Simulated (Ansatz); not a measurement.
Starting structure of a cell relaxation (symmetry kept):

```
CELL_PARAMETERS angstrom
0.00000 2.57514 2.57514
2.57514 0.00000 2.57514
2.57514 2.57514 0.00000
ATOMIC_POSITIONS crystal
Li 0.00000 0.00000 0.00000
Cl 0.50000 0.50000 0.50000
```

The calculation used DFT PBEsol, scalar-relativistic, plane waves, PAW (Ansatz).

Plane waves to 420 eV, a k mesh through Γ of 8×8×8 on the computed 2-atom cell and Gaussian smearing (0.02 eV); no spin polarisation.

Problem. What does it relax to?

Solution. The volume decreases by 0.84 Å³/atom to 16.24 Å³/atom, and the energy falls by 4.4 meV/atom. Final structure:
```cif
data_structure
_symmetry_space_group_name_H-M 'Fm-3m'
_symmetry_Int_Tables_number 225
_cell_length_a 5.0643
_cell_length_b 5.0643
_cell_length_c 5.0643
_cell_angle_alpha 90.000
_cell_angle_beta 90.000
_cell_angle_gamma 90.000
_cell_volume 129.89
loop_
_atom_site_label
_atom_site_type_symbol
_atom_site_symmetry_multiplicity
_atom_site_Wyckoff_symbol
_atom_site_fract_x
_atom_site_fract_y
_atom_site_fract_z
_atom_site_occupancy
Li1 Li 4 a 0.00000 0.00000 0.00000 1
Cl1 Cl 4 b 0.50000 0.00000 0.00000 1
```

Cost: 1 run of about 0.049 core-minutes, on Arm Neoverse V2 (shared hosts).